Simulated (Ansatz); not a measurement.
**GaN: how well frozen cores do**

Does the method matter for GaN? The same cell, functional and mesh are run with all-electron LAPW, PAW on the default files and all-electron PAW on datasets made for the crystal.

Program: Ansatz 0.2.0. Level of theory: DFT PBE, scalar-relativistic. These are calculated values, not measurements.

**1. The structure to begin with**

It takes space group Fm-3m (No. 225, cubic). Conventional cell: a = 3.985 Å, b = 3.985 Å, c = 3.985 Å, α = 90.00°, β = 90.00°, γ = 90.00°. Ga (site symmetry m-3m) is surrounded by 6 N at 1.99 Å. Around N (site symmetry m-3m) lie 6 Ga at 1.99 Å.

Structure file:

```
CELL_PARAMETERS angstrom
0.00000 1.99250 1.99250
1.99250 0.00000 1.99250
1.99250 1.99250 0.00000
ATOMIC_POSITIONS crystal
Ga 0.50000 0.50000 0.50000
N 0.00000 0.00000 0.00000
```

The cell comes from a crystallographic database entry that wasn't checked; take it as a given geometry, which may be far from equilibrium.

Atoms are numbered in the order of the input: Ga1, N2.

**2. All-electron LAPW**

Contents of input.yaml:

```yaml
crystal:
  lattice:
    - [0.0, 1.9925, 1.9925]
    - [1.9925, 0.0, 1.9925]
    - [1.9925, 1.9925, 0.0]
  atoms:
    - { symbol: Ga, position: [0.5, 0.5, 0.5] }
    - { symbol: "N", position: [0.0, 0.0, 0.0] }
kpoints:
  mp_grid: { grid: [13, 13, 13] }
  band_path:
    path:
      - [0.0, 0.0, 0.0]
      - [0.5, 0.0, 0.5]
      - [0.625, 0.25, 0.625]
      - [0.375, 0.375, 0.75]
      - [0.0, 0.0, 0.0]
      - [0.5, 0.5, 0.5]
      - [0.5, 0.25, 0.75]
      - [0.5, 0.0, 0.5]
    npoints: 8
scf:
  occupations: { method: fermi_dirac, width: 0.02 }
hamiltonian:
  xc: pbe
  pseudopotentials: { kind: all_electron, lapw: { basis_error: 0.001 } }
output:
  forces: true
  stress: true
  eigenvalues: true
  fatbands: true
  populations: true
  dos: { projected: true, de: 0.2, e_range: [-14, 8] }
```

What it wrote:

```text
Ga: projections on atomic orbitals take those of the free atom 1s2 2s2 2p6 3s2 3p6 3d10 4s2 4p1, of charge +0.00 (hamiltonian.pseudopotentials.projection_atoms)
N: projections on atomic orbitals take those of the free atom 1s2 2s2 2p3, of charge +0.00 (hamiltonian.pseudopotentials.projection_atoms)
LAPW: plane waves up to 10.288 Å⁻¹, error target 1.0e-3 eV per atom; small_component_spin mean_spin; N in spheres of 0.877 Å, 7 of its electrons in bands, Dirac shells []; Ga in spheres of 1.115 Å, 21 of its electrons in bands, Dirac shells []
Engine: ansatz 0.2.0
Pseudopotentials: kind: all_electron
Pseudopotential: Ga, LAPW, valence charge 21, Koelling and Harmon's equation, gaussian nucleus
Pseudopotential: N, LAPW, valence charge 7, Koelling and Harmon's equation, gaussian nucleus
Functional definition: PBE
  parameter kappa = 0.804
  parameter beta = 0.06672455060314922
  exchange = pbe_x(kappa = kappa, mu = beta*pi^2/3)
  correlation = pbe_c(beta = beta)
Crystal: 2 atoms, lattice volume = 15.821 Å³
Basis set: ecut = 403.2354095139267 eV, 283 PW (Γ), exchange–correlation at level 2
Bands: 18, of which v1, the nominal top of the filled ones, is band 14 counted from 1 (13 counted from 0)
Symmetry: 48 space group operations
Space group: Fm-3m (ITA 225), of the structure as read, at distance tolerance 2.5e-5 Å
k-points: 84 of 2197
Non-local potential: Ga, projectors of the file, none
Non-local potential: N, projectors of the file, none
Initial density: superposition of atomic densities (chi_scale 0.1, normalization cell, long waves kept (reshape's long-wave potential 0.00 eV rms))
Initial wavefunctions: plane waves of lowest kinetic energy (no species holds an atomic orbital)
Functional: x = pbe(κ = 0.804, μ = 0.2195149727645171), c = pbe(β = 0.06672455060314922)
iter 1 solved again at ethr=1.52e-2 eV; its pass at ethr=1.00e-1 eV (dr2=4.27e0 eV) is discarded
SCF iter   1: F=—  HF=-54391.337012 eV  |F-HF|=—  |Δ(HF+E_count)|=         —  Δρ=1.62e-1  dr2=4.27e0  ethr=1.52e-2  ⟨swp⟩=2.0  Hψ=9762  notcnv=0
preconditioner: auto → none  [insulator: Δε(μ)=4.483 eV  Ē_g=20.221 eV  σ=0.020 eV  W_gap=1.00  n_scr=8 (ndim 8)  ℏωp=39.6 eV  f_vac=0.000  D(μ)=0.00/eV (n_scr^D=0)  ε∞_Penn≈4.8]
iter 2 solved again at ethr=5.04e-4 eV; its pass at ethr=1.52e-2 eV (dr2=1.41e-1 eV) is discarded
SCF iter   2: F=—  HF=-54389.525942 eV  |F-HF|=—  |Δ(HF+E_count)|=    1.81e0  Δρ=3.77e-2  dr2=1.41e-1  ethr=5.04e-4  ⟨swp⟩=2.0  Hψ=8038  notcnv=0
SCF iter   3: F=—  HF=-54389.277774 eV  |F-HF|=—  |Δ(HF+E_count)|=   2.48e-1  Δρ=1.47e-2  dr2=2.63e-2  ethr=5.04e-4  ⟨swp⟩=3.0  Hψ=4985  notcnv=0
SCF iter   4: F=—  HF=-54389.274394 eV  |F-HF|=—  |Δ(HF+E_count)|=         —  Δρ=5.00e-3  dr2=2.83e-3  ethr=9.38e-5  ⟨swp⟩=2.0  Hψ=4536  notcnv=0
the basis was enlarged: its passes take 151.3 KiB over the memory plan, 1 of 1 planned eigensolver slots
SCF iter   5: F=—  HF=-54389.273512 eV  |F-HF|=—  |Δ(HF+E_count)|=   8.82e-4  Δρ=5.06e-4  dr2=2.47e-5  ethr=1.01e-5  ⟨swp⟩=2.0  Hψ=4295  notcnv=0
SCF iter   6: F=—  HF=-54389.273517 eV  |F-HF|=—  |Δ(HF+E_count)|=   5.43e-6  Δρ=1.46e-4  dr2=9.59e-7  ethr=8.83e-8  ⟨swp⟩=3.0  Hψ=4391  notcnv=0
SCF iter   7: F=-54389.273516 eV  HF=-54389.273516 eV  |F-HF|=9.31e-10  |Δ(HF+E_count)|=   6.86e-7  Δρ=1.07e-5  dr2=8.11e-9  ethr=3.43e-9  ⟨swp⟩=3.0  Hψ=4472  notcnv=0
SCF 1 converged in 7 iterations: F = -54389.273516 eV  dr2 = 8.11e-9
NSCF: frozen V_eff on 57 k-points
SCF converged after 7 iterations
Free energy (F): -54389.273516 eV
Harris-Foulkes:  -54389.273516 eV  (|F-HF|=9.31e-10)
Internal energy: -54389.273516 eV  (E = F + TS)
E sigma→0 (E₀):  -54389.273516 eV
Fermi energy:    20.111513 eV
--- Per-component energies (eV) ---
  E_band       = -1256.060126
  E_kinetic    = 55444.962853
  E_xc         = -2253.677734
  E_electrostatic = -107580.558635  (all electrons and nuclei)
  E_smearing   = -0.000000  (= −TS)
  E_closure    = 0.000000  (closes the sum)
  E_atoms      = -54378.687074  (free atoms, spherical and without spin; not in F)
  Σ components = -54389.273516   (vs F -54389.273516, Δ=0.00e0)
  Basis errors (estimates in eV, not in F): energy 3.6e-4 per atom: plane waves 3.4e-4 (1.9e-4 summed), levels above the bands 3.4e-304, relativity 2.9e-8, radial functions 2.6e-5, core shells 9.5e-11; eigenvalues (radial functions only) 1.9e-5; not estimated: angular momenta, meshes, grids; target (lapw.basis_error) 1.0e-3; muffin-tin radii N 0.877 Å, Ga 1.115 Å
--- Forces (eV/Å), atoms counted from 1 ---
  atom   1  Ga     0.00000000     0.00000000     0.00000000
  atom   2  N     -0.00000000    -0.00000000     0.00000000
  max |Σ_I F_I| component: 7.89e-31 eV/Å
--- Stress (GPa, compression-positive) ---
       69.078624       0.000000       0.000000
        0.000000      69.078624      -0.000000
        0.000000      -0.000000      69.078624
  P = ⅓ Tr σ = 69.0786 GPa (690.786 kbar)
--- Band table (eV; the first three rows and the last of 84) ---
  k-point 0: bands = ["-355.7471", "-123.5861", "-74.3390", "-74.3390", "-74.3390", "-0.0947", "5.0115", "5.0115", "5.0115", "5.1613", "5.1613", "18.3891", "18.3891", "18.3891", "23.6002", "34.7744", "34.7744", "34.7744"]
  k-point 1: bands = ["-355.7471", "-123.5861", "-74.3395", "-74.3390", "-74.3390", "0.0426", "5.0012", "5.0214", "5.0214", "5.1455", "5.1455", "17.7243", "18.4156", "18.4156", "24.1005", "32.9056", "34.6324", "34.6324"]
  k-point 2: bands = ["-355.7471", "-123.5860", "-74.3410", "-74.3393", "-74.3393", "0.4479", "4.9715", "5.0141", "5.0141", "5.1374", "5.1374", "16.2233", "18.4930", "18.4930", "25.0347", "31.1048", "33.6740", "33.6740"]
  k-point 83: bands = ["-355.7471", "-123.5851", "-74.3457", "-74.3449", "-74.3426", "2.7873", "4.9325", "4.9677", "5.0402", "5.4486", "8.0637", "12.3354", "13.0493", "14.4238", "25.7099", "30.1700", "30.2052", "31.6076"]
--- Löwdin populations: 2 sites ---
  site symbol       q [e]
     0     Ga     30.0956
     1      N      7.8642
  spilling = 0.001059 (of n_electrons = 38.000000)
```

It took 12 s on 1 thread, shared host.

In short: pressure 69.08 GPa; gap 1.81 eV, indirect from K–Γ to X.

Levels at the path's labelled points, in eV from the valence-band top:

```
point  band 11  band 12  band 13  band 14  band 15  band 16  band 17
    Γ   -13.98    -0.76    -0.76    -0.76     4.46    15.63    15.63
    X   -10.61    -8.61    -3.77    -3.77     1.81     7.99    13.79
    U   -11.23    -7.38    -6.49    -2.59     4.35     9.90    12.70
    K   -11.23    -7.38    -6.49    -2.59     4.35     9.90    12.70
    Γ   -13.98    -0.76    -0.76    -0.76     4.46    15.63    15.63
    L   -13.77    -9.18    -0.16    -0.16     5.47    10.16    10.16
    W   -10.93    -6.43    -6.43    -5.08     6.64    11.41    11.41
    X   -10.61    -8.61    -3.77    -3.77     1.81     7.99    13.79
```

States per cell in windows of 1 eV (zero at the valence-band top; grid of 0.20 eV, so sharp peaks spill over the borders):

```
from  to  total  N 2p  Ga 4s  Ga 4p  N 2s
 -10  -9   0.02  0.01   0.01   0.00  0.00
  -9  -8   0.35  0.19   0.08   0.04  0.01
  -8  -7   0.84  0.45   0.13   0.15  0.06
  -7  -6   0.42  0.23   0.06   0.05  0.06
  -6  -5   0.52  0.31   0.05   0.09  0.05
  -5  -4   0.62  0.40   0.05   0.10  0.04
  -4  -3   0.82  0.59   0.04   0.13  0.03
  -3  -2   0.83  0.64   0.03   0.11  0.02
  -2  -1   0.86  0.72   0.01   0.08  0.02
  -1   0   0.72  0.65   0.00   0.03  0.01
   0   1   0.00  0.00   0.00   0.00  0.00
   1   2   0.00  0.00   0.00   0.00  0.00
   2   3   0.05  0.00   0.04   0.00  0.01
   3   4   0.11  0.01   0.08   0.01  0.01
   4   5   0.19  0.02   0.12   0.03  0.02
   5   6   0.36  0.05   0.17   0.08  0.05
```

**3. PAW on the default files**

input.yaml, as its differences from that of step 2:

```diff
@@ -25,3 +25,3 @@
   xc: pbe
-  pseudopotentials: { kind: all_electron, lapw: { basis_error: 0.001 } }
+  pseudopotentials: { kind: paw }
 output:
@@ -30,4 +30,5 @@
   eigenvalues: true
-  fatbands: true
+  efg: { contact_densities: true }
   populations: true
+  bader: true
   dos: { projected: true, de: 0.2, e_range: [-14, 8] }
```

What it wrote, cut to the lines that bear on the results:

```text
[...]
Pseudopotentials: kind: paw
Pseudopotential: Ga, paw, valence charge 13, recommended cutoff 420 eV (normal)
Pseudopotential: N, paw, valence charge 5, recommended cutoff 420 eV (normal)
[... 1 set-up line as earlier in the session ...]
[...]
Crystal: 2 atoms, lattice volume = 15.821 Å³
Basis set: ecut = 420 eV, 331 PW (Γ), exchange–correlation on 40×40×40 points (8 copies of the dense FFT grid, shifted against one another)
Bands: 13, of which v1, the nominal top of the filled ones, is band 9 counted from 1 (8 counted from 0)
[... 2 set-up lines as earlier in the session ...]
k-points: 84 of 2197
[...]
SCF iter   1: F=—  HF=-4166.317752 eV  |F-HF|=—  |Δ(HF+E_count)|=         —  Δρ=3.36e-3  dr2=1.28e-3  ethr=1.77e-3  ⟨swp⟩=4.6  Hψ=5641  notcnv=0
[...]
  P = ⅓ Tr σ = 69.1089 GPa (691.089 kbar)
--- PAW observables at the nuclei: V_zz in 10²¹ V/m², potentials from the cell's mean, atoms counted from 1 ---
  atom   1  Ga V_zz =    -0.000000   η = 0.0000   by run symmetry: forbidden
            electrostatic potential = -4141.822173 V   contact ρ = 187389.152040 e/Å³
  atom   2  N  V_zz =    +0.000000   η = 0.0000   by run symmetry: forbidden
            electrostatic potential = -526.086363 V   contact ρ = 1413.813320 e/Å³
--- Band table (eV; the first three rows and the last of 84) ---
  k-point 0: bands = ["-2.6375", "2.4922", "2.4922", "2.4922", "2.6412", "2.6412", "15.8418", "15.8418", "15.8418", "21.0305", "32.2451", "32.2451", "32.2451"]
[...]
--- Löwdin populations: 2 sites ---
  site symbol       q [e]
     0     Ga     12.1286
     1      N      5.8218
  spilling = 0.002758 (of n_electrons = 18.000000)
--- Bader charges: 2 sites ---
  site symbol  charge [e]  shift [e]
     0     Ga      1.7340     0.0135
     1      N     -1.7340     0.0135
  estimated error of the sums over rays = 4.7e-4 e
```

Run time: 14 s. Hardware: 1 thread, shared host.

In short: pressure 69.11 GPa; gap 1.81 eV, indirect from K–Γ to X.

| atom | Bader charge (e) | basin volume (Å³) |
| --- | --- | --- |
| Ga1 | +1.73 | 6.49 |
| N2 | -1.73 | 9.33 |

**4. All-electron PAW on datasets made for the crystal**

input.yaml, as its differences from that of step 3:

```diff
@@ -25,3 +25,3 @@
   xc: pbe
-  pseudopotentials: { kind: paw }
+  pseudopotentials: { kind: all_electron, datasets: crystal }
 output:
@@ -31,4 +31 @@
   efg: { contact_densities: true }
-  populations: true
-  bader: true
-  dos: { projected: true, de: 0.2, e_range: [-14, 8] }
```

What it wrote, cut to the lines that bear on the results:

```text
[...]
[... 1 set-up line as earlier in the session ...]
Pseudopotential: Ga, paw, valence charge 21, recommended cutoff 460 eV (normal), Koelling and Harmon's equation, gaussian nucleus
Pseudopotential: N, paw, valence charge 5, recommended cutoff 460 eV (normal), Koelling and Harmon's equation, gaussian nucleus
[... 1 set-up line as earlier in the session ...]
[...]
Crystal: 2 atoms, lattice volume = 15.821 Å³
Basis set: ecut = 460 eV, 339 PW (Γ), exchange–correlation on 40×40×40 points (8 copies of the dense FFT grid, shifted against one another)
Bands: 13, of which v1, the nominal top of the filled ones, is band 9 counted from 1 (8 counted from 0)
[... 2 set-up lines as earlier in the session ...]
k-points: 84 of 2197
[...]
  atom   1  Ga     0.00000000     0.00000000    -0.00000000
  atom   2  N     -0.00000000     0.00000000    -0.00000000
[...]
--- Stress (GPa, compression-positive) ---
       69.072666       0.000000       0.000000
        0.000000      69.072666       0.000000
        0.000000       0.000000      69.072666
  P = ⅓ Tr σ = 69.0727 GPa (690.727 kbar)
  It holds what live shells' own plane waves past their cutoff add
--- PAW observables at the nuclei: V_zz in 10²¹ V/m², potentials from the cell's mean, atoms counted from 1 ---
  atom   1  Ga V_zz =    +0.000000   η = 0.0000   by run symmetry: forbidden
            electrostatic potential = -4141.512585 V   contact ρ = 187458.760315 e/Å³
  atom   2  N  V_zz =    -0.000000   η = 0.0000   by run symmetry: forbidden
            electrostatic potential = -526.083889 V   contact ρ = 1414.054588 e/Å³
--- Band table (eV; the first three rows and the last of 84) ---
  k-point 0: bands = ["-0.0948", "5.0116", "5.0116", "5.0116", "5.1613", "5.1613", "18.3890", "18.3890", "18.3890", "23.6003", "34.7745"]
[...]
```

It took 13 s on 1 thread, shared host.

Result: pressure 69.07 GPa; gap 1.81 eV, indirect from K–Γ to X.

```
atom  contact density (e/Å³)
 Ga1                187458.8
  N2                1414.055
```

**5. Comparison**

Highest filled and lowest empty level at the labelled points (eV from each run's valence-band top):

```
point  LAPW top  LAPW bottom  PAW top  PAW bottom  crystal datasets top  crystal datasets bottom
    Γ     -0.76         4.46    -0.76        4.43                 -0.76                     4.46
    X     -3.77         1.81    -3.78        1.81                 -3.77                     1.81
    U     -2.59         4.35    -2.59        4.35                 -2.59                     4.35
    K     -2.59         4.35    -2.59        4.35                 -2.59                     4.35
    Γ     -0.76         4.46    -0.76        4.43                 -0.76                     4.46
    L     -0.16         5.47    -0.16        5.45                 -0.16                     5.47
    W     -5.08         6.64    -5.08        6.64                 -5.08                     6.64
    X     -3.77         1.81    -3.78        1.81                 -3.77                     1.81
```

| method | pressure (GPa) | gap (eV) | SCF cycles, all passes |
| --- | --- | --- | --- |
| LAPW | 69.08 | 1.81 | 7 |
| PAW | 69.11 | 1.81 | 6 |
| crystal datasets | 69.07 | 1.81 | 8 |

**6. Results**

| quantity | value |
| --- | --- |
| pressure | LAPW 69.08, PAW 69.11, crystal datasets 69.07 GPa |
| gap (LAPW) | 1.81 eV, indirect from K–Γ to X |
| Bader charges (PAW) | Ga1 +1.73, N2 -1.73 e |

What this shows: At this geometry the cell is under compression of 69.1 GPa, so it would expand if let go. A gap opens: 1.81 eV, indirect from K–Γ to X. It is the Kohn-Sham gap of a semilocal functional, which mostly lies below the gap found in experiment. The top eV of the valence band is mostly N 2p (91 % of the projected weight). The projection holds only the free atom's occupied shells (Ga 4s, Ga 4p, Ga 3d, N 2s, N 2p in this range). In pressure, PAW differs from LAPW by +0.03 GPa and less than 0.01 eV in the gap.
